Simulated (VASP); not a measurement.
# Se (P3_121) in VASP: notebook

Runs on Se. Level: PBE. Tasks: single point.

All numbers are computed with VASP 6.6.1; they aren't measurements. Logs are shortened: lines on timing, memory, paths and dates and some standing lists are left out, and cuts for length are marked.

## (1) Starting point

Symmetry: P3_121, No. 152, trigonal system. The conventional cell has a = 4.366 Å, b = 4.366 Å, c = 4.954 Å, α = 90.00°, β = 90.00°, γ = 120.00°. Se (site symmetry 2) has 2 Se at 2.37 Å as nearest neighbours.

## (2) Single point, PBE, spin-orbit coupling, no magnetisation

Input file INCAR:

```
SYSTEM = Se
PREC     = Accurate       ! precision mode
ENCUT    = 280            ! plane-wave cutoff, eV
EDIFF    = 1E-7           ! SCF threshold, eV
ISMEAR   = 0              ! smearing method
SIGMA    = 0.02           ! smearing width, eV
LREAL    = .FALSE.        ! projectors in reciprocal space
LASPH    = .TRUE.         ! aspherical terms in the spheres
NELM     = 100            ! most SCF steps
ALGO     = Normal         ! electronic algorithm
ISIF     = 2              ! what is computed and relaxed
LWAVE    = .FALSE.        ! write WAVECAR
LCHARG   = .FALSE.        ! write CHGCAR
LNONCOLLINEAR= .TRUE.         ! non-collinear magnetism
MAGMOM   = 0 0 0 0 0 0 0 0 0 ! initial moments
LORBIT   = 11             ! projections on sites
LSORBIT  = .TRUE.         ! spin-orbit coupling
GGA_COMPAT= .FALSE.      
GGA      = PE             ! functional
NBANDS   = 34             ! bands
```

Input file KPOINTS:

```
regular mesh
0
G
  6 6 5
  0 0 0
```

Input file POSCAR:

```
Se
1.0
    4.3662000000      0.0000000000      0.0000000000
   -2.1831000000      3.7812401180      0.0000000000
    0.0000000000      0.0000000000      4.9536000000
Se
3
Direct
    0.7746000000      0.7746000000      0.0000000000
    0.0000000000      0.2254000000      0.6666666667
    0.2254000000      0.0000000000      0.3333333333
```

Potentials or basis: VASP PAW PBE potentials, release 64 (Se).

The run is started by

```bash
cat potpaw_PBE.64/Se/POTCAR > POTCAR
mpirun -np 1 vasp_ncl > vasp.out
```

OUTCAR:

```text
SYSTEM = Se
   PREC = Accurate
   ENCUT = 280
   EDIFF = 1E-7
   ISMEAR = 0
   LREAL = .FALSE.
   LASPH = .TRUE.
   NELM = 100
   ISIF = 2
   LNONCOLLINEAR = .TRUE.
   LORBIT = 11
   LSORBIT = .TRUE.
   GGA = PE

 Found     38 irreducible k-points:

 Following reciprocal coordinates:
            Coordinates               Weight
  0.000000  0.000000  0.000000      1.000000
  0.166667  0.000000  0.000000      6.000000
  0.333333  0.000000  0.000000      6.000000
  0.500000  0.000000  0.000000      3.000000
  0.166667  0.166667  0.000000      3.000000
 -0.166667 -0.166667  0.000000      3.000000
   k-points           NKPTS =     38   k-points in BZ     NKDIM =     38   number of bands    NBANDS=     34
   number of dos      NEDOS =    301   number of ions     NIONS =      3
   total plane-waves  NPLWV =  16128
   dimension x,y,z NGX =    24 NGY =   24 NGZ =   28
   dimension x,y,z NGXF=    48 NGYF=   48 NGZF=   56
   ions per type =               3
   NGX,Y,Z   is equivalent  to a cutoff of   9.14,  9.14,  9.40 a.u.
   NGXF,Y,Z  is equivalent  to a cutoff of  18.28, 18.28, 18.79 a.u.
 SYSTEM =  Se
   PREC   = accura    normal or accurate (medium, high low for compatibility)
   ISTART =      0    job   : 0-new  1-cont  2-samecut
   ICHARG =      2    charge: 1-file 2-atom 10-const
   ISPIN  =      1    spin polarized calculation?
   LNONCOLLINEAR =      T non collinear calculations
   LSORBIT =      T    spin-orbit coupling
   LASPH  =      T    aspherical Exc in radial PAW
   ENCUT  =  280.0 eV  20.58 Ry    4.54 a.u.   5.96  5.96  6.76*2*pi/ulx,y,z
   NELM   =    100;   NELMIN=  2; NELMDL= -5     # of ELM steps
   EDIFF  = 0.1E-06   stopping-criterion for ELM
   LREAL  =      F    real-space projection
   EDIFFG = 0.1E-05   stopping-criterion for IOM
   NSW    =      0    number of steps for IOM
   IBRION =     -1    ionic relax: 0-MD 1-quasi-New 2-CG
   NFREE  =      0    steps in history (QN), initial steepest desc. (CG)
   ISIF   =      2    stress and relaxation
   ISYM   =      2    0-nonsym 1-usesym 2-fastsym
   POTIM  = 0.5000    time-step for ionic-motion
   TEBEG  =    0.0;   TEEND  =   0.0 temperature during run
   PSTRESS=    0.0 pullay stress
   NELECT =      18.0000    total number of electrons
   NUPDOWN=      -1.0000    fix difference up-down
   EMIN   =  10.00;   EMAX   =-10.00  energy-range for DOS
   EFERMI =   0.00;   METHOD = LEGACY
   ISMEAR =     0;   SIGMA  =   0.02  broadening in eV -4-tet -1-fermi 0-gaus
   EFERMI_NEDOS =   21; number of points for ismear=-14 and -15
   IALGO  =     38    algorithm
   IMIX   =      4    mixing-type and parameters
     AMIX     =   0.40;   BMIX     =  1.00
     AMIX_MAG =   1.60;   BMIX_MAG =  1.00
  volume/ion in A,a.u.               =      27.26       183.96
  Fermi-wavevector in a.u.,A,eV,Ry     =   0.988430  1.867862 13.292817  0.976995
  Thomas-Fermi vector in A             =   2.119956
   LORBIT       =     11    0 simple, 1 ext, 2 COOP (PROOUT), +10 PAW based schemes
   GGA     = PE    functional components
   LHFCALC =     F    Hartree Fock is set to
   AEXX    =    0.0000 exact exchange contribution
   IVDW    =     0    specifies the selected vdW correction
   LEPSILON=     F    determine dielectric tensor
   LRPA    =     F    only Hartree local field effects (RPA)
 Gauss-broadening in eV      SIGMA  =   0.02
  energy-cutoff  :      280.00
  volume of cell :       81.78
 maximum number of plane-waves:      1768
   NGX = 11   NGY = 11   NGZ = 13

 number of electron      18.0000011 magnetization       0.0000000      0.0000000      0.0000000

 number of electron      18.0000011 magnetization      -0.0000000     -0.0000000      0.0000000

 number of electron      18.0000011 magnetization      -0.0000000     -0.0000000     -0.0000000

 number of electron      18.0000011 magnetization       0.0000000      0.0000000     -0.0000000

 Free energy of the ion-electron system (eV)
  ---------------------------------------------------
  ext. energy  EPLUGINS =         0.00000000
  ---------------------------------------------------
  free energy    TOTEN  =       -10.53384529 eV

  energy without entropy =      -10.53384529  energy(sigma->0) =      -10.53384529

 E-fermi :   2.7759     XC(G=0):  -8.8416

 val. band max:        2.6491443156   @ k =   0.3333   0.3333   0.4000
 cond. band min:       3.8356061677   @ k =   0.0000   0.0000   0.4000
 fundamental gap:      1.1864618521
 Fermi energy:         2.7759362437

 k-point     1 :       0.0000    0.0000    0.0000
  band No.  band energies     occupation
      1     -13.1703      1.00000
      2     -13.1703      1.00000
      3      -9.0480      1.00000
      4      -9.0480      1.00000
      5      -9.0469      1.00000
      6      -9.0469      1.00000
[... 22 lines left out ...]
     29       9.1638      0.00000
     30       9.1638      0.00000

 k-point     2 :       0.1667    0.0000    0.0000
  band No.  band energies     occupation
      1     -13.0653      1.00000
      2     -13.0652      1.00000
      3      -9.1462      1.00000
      4      -9.1437      1.00000
      5      -9.0381      1.00000
      6      -9.0367      1.00000
[... 22 lines left out ...]
     29      10.0190      0.00000
     30      10.0431      0.00000

 k-point     3 :       0.3333    0.0000    0.0000
  band No.  band energies     occupation
      1     -12.8273      1.00000
      2     -12.8271      1.00000
      3      -9.3925      1.00000
      4      -9.3902      1.00000
      5      -9.0170      1.00000
      6      -9.0156      1.00000
[... 22 lines left out ...]
     29      11.2196      0.00000
     30      11.2267      0.00000

 k-point     4 :       0.5000    0.0000    0.0000
  band No.  band energies     occupation
      1     -12.6892      1.00000
      2     -12.6892      1.00000
      3      -9.5451      1.00000
      4      -9.5451      1.00000
      5      -9.0053      1.00000
      6      -9.0053      1.00000
[... 22 lines left out ...]
     29      12.3580      0.00000
     30      12.3580      0.00000

 k-point     5 :       0.1667    0.1667    0.0000
  band No.  band energies     occupation
      1     -12.8916      1.00000
      2     -12.8914      1.00000
      3      -9.2883      1.00000
      4      -9.2846      1.00000
      5      -9.0608      1.00000
      6      -9.0582      1.00000
[... 22 lines left out ...]
     29      10.7579      0.00000
     30      10.7650      0.00000

 k-point     6 :      -0.1667   -0.1667    0.0000
  band No.  band energies     occupation
      1     -12.8916      1.00000
      2     -12.8914      1.00000
      3      -9.2883      1.00000
      4      -9.2846      1.00000
      5      -9.0608      1.00000
      6      -9.0582      1.00000
[... 22 lines left out ...]
     29      10.7579      0.00000
     30      10.7650      0.00000

 [... further k-points ...]

 [bands above 30 left out]

------------------------ aborting loop because EDIFF is reached ----------------------------------------

  FORCE on cell =-STRESS in cart. coord.  units (eV):
  Direction    XX          YY          ZZ          XY          YZ          ZX
  --------------------------------------------------------------------------------------
  -------------------------------------------------------------------------------------
  Total        1.1948913      1.1948913      2.1553180     -0.0000000     -0.0000000      0.0000000
  in kB       23.4088548     23.4088548     42.2243652     -0.0000000     -0.0000000      0.0000000
  external PRESSURE =      29.6806916 kB  Pullay stress =       0.0000000 kB

 VOLUME and BASIS-vectors are now :
 -----------------------------------------------------------------------------
  energy-cutoff  :      280.00
  volume of cell :       81.78
      direct lattice vectors                 reciprocal lattice vectors
     4.366200000  0.000000000  0.000000000     0.229032110  0.132231751  0.000000000
    -2.183100000  3.781240118  0.000000000     0.000000000  0.264463501  0.000000000
     0.000000000  0.000000000  4.953600000     0.000000000  0.000000000  0.201873385

 POSITION                                       TOTAL-FORCE (eV/Angst)
 -----------------------------------------------------------------------------------
      1.69103      2.92895      0.00000        -0.225540     -0.390647     -0.000000
     -0.49207      0.85229      3.30240        -0.225540      0.390647     -0.000000
      0.98414      0.00000      1.65120         0.451080     -0.000000      0.000000
 -----------------------------------------------------------------------------------
    total drift:                                0.000004      0.000007      0.000000

  FREE ENERGIE OF THE ION-ELECTRON SYSTEM (eV)
  ---------------------------------------------------
  free  energy   TOTEN  =       -10.5338452906 eV

  energy  without entropy=      -10.5338452906  energy(sigma->0) =      -10.53384529

 Spin-Orbit-Coupling matrix elements

 Ion:    1  E_soc:     -0.0446235
 l=   1
     0.0000000    -0.0072094    -0.0074529
    -0.0072094     0.0000000    -0.0076508
    -0.0074529    -0.0076508     0.0000000
 l=   2
     0.0000000     0.0000016     0.0000000     0.0000001     0.0000026
     0.0000016     0.0000000    -0.0000028    -0.0000009     0.0000017
     0.0000000    -0.0000028     0.0000000    -0.0000010     0.0000000
     0.0000001    -0.0000009    -0.0000010     0.0000000     0.0000001
     0.0000026     0.0000017     0.0000000     0.0000001     0.0000000
 l=   3
     0.0000000     0.0000000     0.0000000     0.0000000     0.0000000     0.0000000     0.0000000
     0.0000000     0.0000000     0.0000000     0.0000000     0.0000000     0.0000000     0.0000000
     0.0000000     0.0000000     0.0000000     0.0000000     0.0000000     0.0000000     0.0000000
     0.0000000     0.0000000     0.0000000     0.0000000     0.0000000     0.0000000     0.0000000
     0.0000000     0.0000000     0.0000000     0.0000000     0.0000000     0.0000000     0.0000000
     0.0000000     0.0000000     0.0000000     0.0000000     0.0000000     0.0000000     0.0000000
     0.0000000     0.0000000     0.0000000     0.0000000     0.0000000     0.0000000     0.0000000

 Ion:    2  E_soc:     -0.0446235
 l=   1
     0.0000000    -0.0072094    -0.0074529
    -0.0072094     0.0000000    -0.0076508
    -0.0074529    -0.0076508     0.0000000
 l=   2
     0.0000000     0.0000016     0.0000000     0.0000001     0.0000026
     0.0000016     0.0000000    -0.0000028    -0.0000009     0.0000017
     0.0000000    -0.0000028     0.0000000    -0.0000010     0.0000000
     0.0000001    -0.0000009    -0.0000010     0.0000000     0.0000001
     0.0000026     0.0000017     0.0000000     0.0000001     0.0000000
 l=   3
     0.0000000     0.0000000     0.0000000     0.0000000     0.0000000     0.0000000     0.0000000
     0.0000000     0.0000000     0.0000000     0.0000000     0.0000000     0.0000000     0.0000000
     0.0000000     0.0000000     0.0000000     0.0000000     0.0000000     0.0000000     0.0000000
     0.0000000     0.0000000     0.0000000     0.0000000     0.0000000     0.0000000     0.0000000
     0.0000000     0.0000000     0.0000000     0.0000000     0.0000000     0.0000000     0.0000000
     0.0000000     0.0000000     0.0000000     0.0000000     0.0000000     0.0000000     0.0000000
     0.0000000     0.0000000     0.0000000     0.0000000     0.0000000     0.0000000     0.0000000

 Ion:    3  E_soc:     -0.0446235
 l=   1
     0.0000000    -0.0078715    -0.0074529
    -0.0078715     0.0000000    -0.0069888
    -0.0074529    -0.0069888     0.0000000
 l=   2
     0.0000000    -0.0000005     0.0000000     0.0000023     0.0000026
    -0.0000005     0.0000000    -0.0000001    -0.0000009    -0.0000008
     0.0000000    -0.0000001     0.0000000    -0.0000038     0.0000000
     0.0000023    -0.0000009    -0.0000038     0.0000000     0.0000024
     0.0000026    -0.0000008     0.0000000     0.0000024     0.0000000
 l=   3
     0.0000000     0.0000000     0.0000000     0.0000000     0.0000000     0.0000000     0.0000000
     0.0000000     0.0000000     0.0000000     0.0000000     0.0000000     0.0000000     0.0000000
     0.0000000     0.0000000     0.0000000     0.0000000     0.0000000     0.0000000     0.0000000
     0.0000000     0.0000000     0.0000000     0.0000000     0.0000000     0.0000000     0.0000000
     0.0000000     0.0000000     0.0000000     0.0000000     0.0000000     0.0000000     0.0000000
     0.0000000     0.0000000     0.0000000     0.0000000     0.0000000     0.0000000     0.0000000
     0.0000000     0.0000000     0.0000000     0.0000000     0.0000000     0.0000000     0.0000000

 total charge

# of ion       s       p       d       tot
------------------------------------------
    1        1.512   2.183   0.058   3.753
    2        1.512   2.183   0.058   3.753
    3        1.512   2.183   0.058   3.753
--------------------------------------------------
tot          4.537   6.548   0.175  11.259

 magnetization (x)

# of ion       s       p       d       tot
------------------------------------------
    1       -0.000   0.000   0.000   0.000
    2       -0.000   0.000   0.000   0.000
    3        0.000  -0.000  -0.000  -0.000
--------------------------------------------------
tot          0.000   0.000   0.000   0.000

 magnetization (y)

# of ion       s       p       d       tot
------------------------------------------
    1       -0.000   0.000   0.000   0.000
    2        0.000  -0.000  -0.000  -0.000
    3       -0.000   0.000   0.000  -0.000
--------------------------------------------------
tot          0.000  -0.000   0.000  -0.000

 magnetization (z)

# of ion       s       p       d       tot
------------------------------------------
    1        0.000   0.000  -0.000   0.000
    2        0.000  -0.000   0.000   0.000
    3        0.000   0.000  -0.000  -0.000
--------------------------------------------------
tot          0.000  -0.000  -0.000  -0.000
```

Wall time 1.8 min (1 thread of Intel Xeon Platinum 8259CL at 2.50GHz (Skylake/Cascade Lake), shared host); peak memory 0.23 GiB.

These settings aren't checked as converged: the numbers below hold their error.

Results:

```yaml
Free_energy: -10.5338 eV
Pressure: 3.0 GPa
Largest_force: 0.451 eV/Å
Valence_electrons_inside_the_program's_atomic_spheres: Se 3.75
```

## (3) Single point, PBE, spin-orbit coupling, no magnetisation

INCAR, as its differences from that of step 2:

```diff
@@ -2,3 +2,3 @@
 PREC     = Accurate       ! precision mode
-ENCUT    = 280            ! plane-wave cutoff, eV
+ENCUT    = 340            ! plane-wave cutoff, eV
 EDIFF    = 1E-7           ! SCF threshold, eV
```

KPOINTS is that of step 2.

POSCAR is that of step 2.

Potentials or basis: VASP PAW PBE potentials, release 64 (Se).

The run is started by

```bash
cat potpaw_PBE.64/Se/POTCAR > POTCAR
mpirun -np 1 vasp_ncl > vasp.out
```

Run time: 2.6 min. Hardware: 1 thread of Intel Xeon Platinum 8259CL at 2.50GHz (Skylake/Cascade Lake), shared host; peak memory 0.28 GiB.

These settings aren't checked as converged: the numbers below hold their error.

Results:

```yaml
Free_energy: -10.5356 eV
Pressure: 3.0 GPa
Largest_force: 0.449 eV/Å
Valence_electrons_inside_the_program's_atomic_spheres: Se 3.75
```

(Part 1 of 2 ends here.)
